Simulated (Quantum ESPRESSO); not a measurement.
# Mo (Fm-3m) in Quantum ESPRESSO: reference runs

Aim: a first look at Mo with PBE, on the cell as given and on a disturbed one.

All numbers are computed with Quantum ESPRESSO 7.5; they aren't measurements. Logs are shortened: lines on timing, memory, paths and dates and some standing lists are left out, and cuts for length are marked.

## (1) The crystal as given

It takes space group Fm-3m (No. 225, cubic). The conventional cell has a = 4.030 Å, b = 4.030 Å, c = 4.030 Å, α = 90.00°, β = 90.00°, γ = 90.00°. Mo (site symmetry m-3m) is surrounded by 12 Mo at 2.85 Å.

This isn't the form of Mo at room conditions, which is bcc.

## (2) Single point, PBE

The input, pw.in:

```
&CONTROL
  calculation = 'scf'
  prefix = 'pwscf'
  outdir = './tmp'
  pseudo_dir = './pseudo'
  tprnfor = .true.
  tstress = .true.
  disk_io = 'nowf'
/
&SYSTEM
  ibrav = 0
  nat = 1
  ntyp = 1
  ecutwfc = 60
  nbnd = 13
  occupations = 'smearing'
  smearing = 'fd'
  degauss = 0.00367493
/
&ELECTRONS
  conv_thr = 2d-10
  electron_maxstep = 120
  mixing_beta = 0.5
/
ATOMIC_SPECIES
Mo    95.9500 Mo_ONCV_PBE-1.0.oncvpsp.upf
CELL_PARAMETERS angstrom
   0.0000000000    2.0150000000    2.0150000000
   2.0150000000    0.0000000000    2.0150000000
   2.0150000000    2.0150000000    0.0000000000
ATOMIC_POSITIONS crystal
Mo     0.0000000000    0.0000000000    0.0000000000
K_POINTS automatic
11 11 11 0 0 0
```

Potentials or basis: SSSP 1.3 efficiency PBE.

Launch:

```console
OMP_NUM_THREADS=1 pw.x -in pw.in > pw.out
```

pw.out:

```text
This program is part of the open-source Quantum ESPRESSO suite
     for quantum simulation of materials; please cite
[... 6 lines left out ...]
     using ibrav=0 with symmetry is DISCOURAGED, use correct ibrav instead

     Subspace diagonalization in iterative solution of the eigenvalue problem:
     a serial algorithm will be used

     G-vector sticks info
     --------------------
     sticks:   dense  smooth     PW     G-vecs:    dense   smooth      PW
     Sum         475     475    151                 6879     6879    1243

     Using Slab Decomposition

     bravais-lattice index     =            0
     lattice parameter (alat)  =       5.3850  a.u.
     unit-cell volume          =     110.4210 (a.u.)^3
     number of atoms/cell      =            1
     number of atomic types    =            1
     number of electrons       =        14.00
     number of Kohn-Sham states=           13
     kinetic-energy cutoff     =      60.0000  Ry
     charge density cutoff     =     240.0000  Ry
     scf convergence threshold =      2.0E-10
     mixing beta               =       0.5000
     number of iterations used =            8  plain     mixing
     Exchange-correlation= PBE
                           (   1   4   3   4   0   0   0)

     celldm(1)=   5.385040  celldm(2)=   0.000000  celldm(3)=   0.000000
     celldm(4)=   0.000000  celldm(5)=   0.000000  celldm(6)=   0.000000

     crystal axes: (cart. coord. in units of alat)
               a(1) = (   0.000000   0.707107   0.707107 )
               a(2) = (   0.707107   0.000000   0.707107 )
               a(3) = (   0.707107   0.707107   0.000000 )

     reciprocal axes: (cart. coord. in units 2 pi/alat)
               b(1) = ( -0.707107  0.707107  0.707107 )
               b(2) = (  0.707107 -0.707107  0.707107 )
               b(3) = (  0.707107  0.707107 -0.707107 )

     PseudoPot. # 1 for Mo read from file:
     Mo_ONCV_PBE-1.0.oncvpsp.upf
     Pseudo is Norm-conserving, Zval = 14.0
     Generated using ONCVPSP code by D. R. Hamann
     Using radial grid of 1526 points,  6 beta functions with:
                l(1) =   0
                l(2) =   0
                l(3) =   1
                l(4) =   1
                l(5) =   2
                l(6) =   2

     atomic species   valence    mass     pseudopotential
     Mo               14.00    95.95000     Mo( 1.00)

     48 Sym. Ops., with inversion, found

   Cartesian axes

     site n.     atom                  positions (alat units)
         1        Mo     tau(   1) = (   0.0000000   0.0000000   0.0000000  )

     number of k points=    56  Fermi-Dirac smearing, width (Ry)=  0.0037
                       cart. coord. in units 2pi/alat
        k(    1) = (   0.0000000   0.0000000   0.0000000), wk =   0.0015026
        k(    2) = (   0.0642824   0.0642824  -0.0642824), wk =   0.0120210
        k(    3) = (   0.1285649   0.1285649  -0.1285649), wk =   0.0120210
        k(    4) = (   0.1928473   0.1928473  -0.1928473), wk =   0.0120210
        k(    5) = (   0.2571297   0.2571297  -0.2571297), wk =   0.0120210
        k(    6) = (   0.3214122   0.3214122  -0.3214122), wk =   0.0120210
[... 48 lines left out ...]
        k(   55) = (  -0.0642824  -0.4499770   0.7071068), wk =   0.0360631
        k(   56) = (   0.0000000  -0.3856946   0.6428243), wk =   0.0360631

     Dense  grid:     6879 G-vectors     FFT dimensions: (  27,  27,  27)

     Initial potential from superposition of free atoms

     starting charge      13.9990, renormalised to      14.0000
     Starting wfcs are   10 randomized atomic wfcs +    3 random wfcs

     Self-consistent Calculation

     iteration #  1     ecut=    60.00 Ry     beta= 0.50
     Davidson diagonalization with overlap
     ethr =  1.00E-02,  avg # of iterations =  3.8

     Threshold (ethr) on eigenvalues was too large:
     Diagonalizing with lowered threshold

     Davidson diagonalization with overlap
     ethr =  2.23E-04,  avg # of iterations =  1.6

     total energy              =    -137.10909508 Ry
     estimated scf accuracy    <       0.03209808 Ry

     iteration #  2     ecut=    60.00 Ry     beta= 0.50
     Davidson diagonalization with overlap
     ethr =  2.29E-04,  avg # of iterations =  2.0

     total energy              =    -137.11373383 Ry
     estimated scf accuracy    <       0.00113725 Ry

     iteration #  3     ecut=    60.00 Ry     beta= 0.50
     Davidson diagonalization with overlap
     ethr =  8.12E-06,  avg # of iterations =  2.8

     total energy              =    -137.11376202 Ry
     estimated scf accuracy    <       0.00019645 Ry

     iteration #  4     ecut=    60.00 Ry     beta= 0.50
     Davidson diagonalization with overlap
     ethr =  1.40E-06,  avg # of iterations =  1.2

     total energy              =    -137.11376863 Ry
     estimated scf accuracy    <       0.00000106 Ry

     iteration #  5     ecut=    60.00 Ry     beta= 0.50
     Davidson diagonalization with overlap
     ethr =  7.56E-09,  avg # of iterations =  2.9

     total energy              =    -137.11376921 Ry
     estimated scf accuracy    <       0.00000017 Ry

     iteration #  6     ecut=    60.00 Ry     beta= 0.50
     Davidson diagonalization with overlap
     ethr =  1.19E-09,  avg # of iterations =  2.0

     total energy              =    -137.11376924 Ry
     estimated scf accuracy    <          1.5E-09 Ry

     iteration #  7     ecut=    60.00 Ry     beta= 0.50
     Davidson diagonalization with overlap
     ethr =  1.09E-11,  avg # of iterations =  2.3

     total energy              =    -137.11376924 Ry
     estimated scf accuracy    <          2.4E-10 Ry

     iteration #  8     ecut=    60.00 Ry     beta= 0.50
     Davidson diagonalization with overlap
     ethr =  1.72E-12,  avg # of iterations =  2.0

     End of self-consistent calculation

          k = 0.0000 0.0000 0.0000 (   893 PWs)   bands (ev):

   -40.9677 -14.3569 -14.3569 -14.3569  13.0930  19.0736  19.0736  19.0736
    21.6654  21.6654  33.1070  38.2514  38.2514

          k = 0.0643 0.0643-0.0643 (   881 PWs)   bands (ev):

   -40.9517 -14.4589 -14.3698 -14.3698  13.4171  18.8644  19.2164  19.2164
    21.5591  21.5591  33.7088  36.9487  38.8225

          k = 0.1286 0.1286-0.1286 (   881 PWs)   bands (ev):

   -40.9084 -14.7275 -14.4041 -14.4041  14.2571  18.4839  19.4685  19.4685
    21.4851  21.4851  34.5715  35.5300  40.4031

          k = 0.1928 0.1928-0.1928 (   881 PWs)   bands (ev):

   -40.8512 -15.0686 -14.4486 -14.4486  15.0992  18.5952  19.4112  19.4112
    21.9605  21.9605  33.0637  36.0253  42.6162

          k = 0.2571 0.2571-0.2571 (   863 PWs)   bands (ev):

   -40.7981 -15.3726 -14.4892 -14.4892  15.3336  19.1273  19.1273  19.7257
    22.8509  22.8509  31.7309  34.4186  40.7406

          k = 0.3214 0.3214-0.3214 (   868 PWs)   bands (ev):

   -40.7662 -15.5493 -14.5131 -14.5131  15.2698  18.9250  18.9250  21.0126
    23.5506  23.5506  30.7050  32.9314  39.1110

          k = 0.1286 0.0000 0.0000 (   889 PWs)   bands (ev):

   -40.9464 -14.4562 -14.3923 -14.3923  13.5252  18.6861  19.3331  19.3331
    21.2223  21.7987  33.9246  37.3700  38.5138

          k = 0.1928 0.0643-0.0643 (   887 PWs)   bands (ev):

   -40.9122 -14.6556 -14.4346 -14.4171  14.2041  18.2781  19.5909  19.6368
    20.8988  21.9119  35.0734  35.9352  39.2124

          k = 0.2571 0.1286-0.1286 (   872 PWs)   bands (ev):

   -40.8596 -14.9642 -14.4830 -14.4583  15.1215  18.0872  19.3956  19.7376
    21.3812  22.3074  34.0357  36.3879  40.3826

          k = 0.3214 0.1928-0.1928 (   860 PWs)   bands (ev):

   -40.8051 -15.2709 -14.5221 -14.5119  15.5730  18.7109  19.0010  19.5152
    22.5829  23.0639  32.4810  35.2803  39.9194

          k = 0.3857 0.2571-0.2571 (   863 PWs)   bands (ev):

   -40.7661 -15.4823 -14.5605 -14.5398  15.5510  18.6080  19.2508  20.0188
    23.6400  23.9266  30.9650  33.7401  38.7630

          k =-0.2571-0.3857 0.3857 (   868 PWs)   bands (ev):

   -40.7554 -15.5384 -14.5885 -14.5307  15.5260  18.5643  19.1375  20.5229
    23.5077  24.6320  30.3729  33.3661  38.3242

          k =-0.1928-0.3214 0.3214 (   867 PWs)   bands (ev):

   -40.7767 -15.4240 -14.5866 -14.4977  15.6015  18.7742  19.2416  19.7136
    22.6740  24.1879  31.4985  34.1436  38.6168

          k =-0.1286-0.2571 0.2571 (   870 PWs)   bands (ev):

   -40.8227 -15.1725 -14.5540 -14.4508  15.5378  18.5231  19.1516  19.5293
    21.6119  23.1945  32.9944  35.8706  39.9238

          k =-0.0643-0.1928 0.1928 (   873 PWs)   bands (ev):

   -40.8786 -14.8600 -14.4983 -14.4048  14.8420  18.1839  19.4766  19.7263
    20.9320  22.2512  34.4934  36.0930  39.6097

          k =-0.0000-0.1286 0.1286 (   887 PWs)   bands (ev):

   -40.9266 -14.5916 -14.4296 -14.3745  13.9234  18.5306  19.4286  19.4506
    21.1360  21.7681  34.6068  36.0451  38.7466

          k = 0.2571 0.0000 0.0000 (   869 PWs)   bands (ev):

   -40.8888 -14.7138 -14.4864 -14.4864  14.6396  17.7874  20.0943  20.0943
    20.2535  22.1713  36.0565  36.7153  38.7382

          k = 0.3214 0.0643-0.0643 (   866 PWs)   bands (ev):

   -40.8453 -14.9308 -14.5426 -14.5390  15.3806  17.3778  19.5079  20.4533
    21.1491  22.5321  35.5942  37.3118  38.5942

          k = 0.3857 0.1286-0.1286 (   873 PWs)   bands (ev):

   -40.7954 -15.1838 -14.6092 -14.5855  15.9556  17.4542  18.9360  20.3713
    22.7216  23.2229  33.7032  36.3807  38.0981

          k = 0.4500 0.1928-0.1928 (   869 PWs)   bands (ev):

   -40.7549 -15.3769 -14.6917 -14.6018  16.0604  17.8120  18.9940  20.0841
    23.7440  24.6541  31.3807  35.1034  37.6036

          k =-0.1928-0.4500 0.4500 (   855 PWs)   bands (ev):

   -40.7369 -15.4531 -14.7596 -14.5866  16.1371  17.8189  19.5055  19.8584
    23.5337  26.1777  29.9365  34.6258  37.7237

          k =-0.1286-0.3857 0.3857 (   857 PWs)   bands (ev):

   -40.7475 -15.3962 -14.7854 -14.5447  16.3098  18.0108  19.1983  19.8174
    22.6189  25.9127  31.0871  34.8386  36.8010
[... 98 lines left out ...]
   -40.7603 -15.2590 -14.7606 -14.6139  16.3120  17.1330  18.7414  21.0823
    22.6197  24.7416  33.1205  35.8095  36.3595

          k =-0.1928-0.4500 0.5785 (   865 PWs)   bands (ev):

   -40.7303 -15.3592 -14.8483 -14.6428  16.4335  17.3827  18.7942  20.7065
    23.4084  26.4559  30.6502  35.3317  35.9290

          k =-0.1286-0.3857 0.5143 (   865 PWs)   bands (ev):

   -40.7229 -15.3687 -14.9060 -14.6303  16.6886  17.3565  18.9431  20.4532
    23.2330  27.3755  29.8969  34.8156  36.3231

          k =-0.0643-0.3214 0.4500 (   864 PWs)   bands (ev):

   -40.7407 -15.3010 -14.8948 -14.5833  16.9432  17.5996  18.2749  20.5675
    22.3958  26.2631  31.9243  34.6845  36.4202

          k = 0.0000-0.2571 0.3857 (   863 PWs)   bands (ev):

   -40.7778 -15.2000 -14.7865 -14.5249  16.7516  17.5381  18.2617  20.7566
    21.3760  24.8766  33.6521  35.7880  36.9034

          k = 0.5143 0.1286 0.0000 (   864 PWs)   bands (ev):

   -40.7385 -15.3084 -14.7727 -14.7018  15.7881  16.3485  20.0282  22.4887
    22.7616  24.6342  33.6090  34.3232  35.8889

          k =-0.1286-0.5143 0.6428 (   869 PWs)   bands (ev):

   -40.7130 -15.3448 -14.8944 -14.7290  15.9375  16.6033  19.6707  21.9742
    23.6153  26.6455  31.2964  34.0138  34.9271

          k =-0.0643-0.4500 0.5785 (   859 PWs)   bands (ev):

   -40.7040 -15.2832 -15.0470 -14.7090  16.2735  17.1293  19.1326  21.3550
    23.5192  28.7785  29.5309  33.5386  35.3402

          k = 0.0000-0.3857 0.5143 (   869 PWs)   bands (ev):

   -40.7144 -15.2154 -15.1019 -14.6523  16.8459  17.5338  18.3564  20.9882
    22.8553  27.5661  31.9401  32.4905  36.5421

          k =-0.0643-0.5785 0.7071 (   867 PWs)   bands (ev):

   -40.6998 -15.4244 -14.8407 -14.7857  15.3431  15.9829  21.2716  22.9336
    24.0124  26.1688  32.0427  32.3413  34.1651

          k = 0.0000-0.5143 0.6428 (   863 PWs)   bands (ev):

   -40.6953 -15.3638 -14.9564 -14.7714  15.6908  16.4353  20.3041  22.1843
    24.0129  28.0554  30.3853  32.9545  33.9528

          k =-0.1928-0.4500 0.7071 (   867 PWs)   bands (ev):

   -40.7279 -15.2837 -14.9172 -14.6685  16.6829  17.1647  18.3510  21.5307
    22.7681  26.4675  32.5795  33.5325  35.8336

          k =-0.1286-0.3857 0.6428 (   863 PWs)   bands (ev):

   -40.7085 -15.2676 -15.0275 -14.7152  16.7347  17.4352  18.2959  21.1022
    23.4483  28.1998  30.5391  33.5832  35.0289

          k =-0.0643-0.4500 0.7071 (   873 PWs)   bands (ev):

   -40.6982 -15.2963 -14.9938 -14.7888  16.1442  16.9325  19.1921  21.6147
    24.0125  28.3794  31.6877  31.7521  34.1049

          k = 0.0000-0.3857 0.6428 (   871 PWs)   bands (ev):

   -40.6965 -15.1891 -15.1240 -14.7827  16.4278  17.5752  18.4189  21.1165
    24.0096  29.7367  30.1954  32.1950  34.0810

     the Fermi energy is    19.7398 ev

!    total energy              =    -137.11376924 Ry
     estimated scf accuracy    <          2.1E-12 Ry
     smearing contrib. (-TS)   =      -0.00098195 Ry
     internal energy E=F+TS    =    -137.11278729 Ry

     The total energy is F=E-TS. E is the sum of the following terms:
     one-electron contribution =     -22.54137196 Ry
     hartree contribution      =      19.03891591 Ry
     xc contribution           =     -15.61130222 Ry
     ewald contribution        =    -117.99902902 Ry

     convergence has been achieved in   8 iterations

     Forces acting on atoms (cartesian axes, Ry/au):

     atom    1 type  1   force =     0.00000000    0.00000000    0.00000000

     Total force =     0.000000     Total SCF correction =     0.000000

     Computing stress (Cartesian axis) and pressure

          total   stress  (Ry/bohr**3)                   (kbar)     P=      -45.72
  -0.00031077  -0.00000000  -0.00000000          -45.72       -0.00       -0.00
  -0.00000000  -0.00031077  -0.00000000           -0.00      -45.72       -0.00
  -0.00000000  -0.00000000  -0.00031077           -0.00       -0.00      -45.72

=------------------------------------------------------------------------------=
   JOB DONE.
=------------------------------------------------------------------------------=
```

Wall time 13 s (1 thread of Intel Xeon Platinum 8259CL at 2.50GHz (Skylake/Cascade Lake), shared host); peak memory 0.06 GiB.

What came out:

| Item | Value |
| --- | --- |
| Free energy | -1865.5279 eV |
| Pressure | -4.6 GPa |
| Band gap on the k mesh | none (metal or under the smearing width) |

Levels at points of the mesh, in eV from the Fermi level:
| k point | band 3 | band 4 | band 5 | band 6 | band 7 | band 8 | band 9 | band 10 | band 11 | band 12 |
| --- | --- | --- | --- | --- | --- | --- | --- | --- | --- | --- |
| (0.00, 0.00, 0.00) | -34.10 | -34.10 | -6.65 | -0.67 | -0.67 | -0.67 | 1.93 | 1.93 | 13.37 | 18.51 |

## (3) Single point, PBE (cell strained at random at fixed volume)

pw.in: that of step 2 with these lines changed.

```diff
@@ -27,7 +27,7 @@
 CELL_PARAMETERS angstrom
-   0.0000000000    2.0150000000    2.0150000000
-   2.0150000000    0.0000000000    2.0150000000
-   2.0150000000    2.0150000000    0.0000000000
+  -0.0048340000    2.0414370000    2.0481490000
+   1.9775310000    0.0203830000    2.0229320000
+   1.9918930000    2.0305820000    0.0060210000
 ATOMIC_POSITIONS crystal
-Mo     0.0000000000    0.0000000000    0.0000000000
+Mo    -0.0051080000   -0.0019910000    0.0005770000
 K_POINTS automatic
```

Potentials or basis: SSSP 1.3 efficiency PBE.

Launch:

```console
OMP_NUM_THREADS=1 pw.x -in pw.in > pw.out
```

Wall time 1.9 min (1 thread of Intel Xeon Platinum 8259CL at 2.50GHz (Skylake/Cascade Lake), shared host); peak memory 0.16 GiB.

The run converged. Its results:

| Quantity | Value |
| --- | --- |
| Free energy | -1865.5325 eV |
| Pressure | -4.5 GPa |
| Band gap on the k mesh | none (metal or under the smearing width) |

Stress tensor (GPa, compression positive):
```
-7.61  0.44 -0.56
 0.44 -3.31  0.87
-0.56  0.87 -2.71
```

Levels at points of the mesh, in eV from the Fermi level:
| k point | band 3 | band 4 | band 5 | band 6 | band 7 | band 8 | band 9 | band 10 | band 11 | band 12 |
| --- | --- | --- | --- | --- | --- | --- | --- | --- | --- | --- |
| (0.00, 0.00, 0.00) | -34.12 | -34.10 | -6.67 | -0.90 | -0.69 | -0.49 | 1.73 | 2.07 | 13.35 | 18.06 |
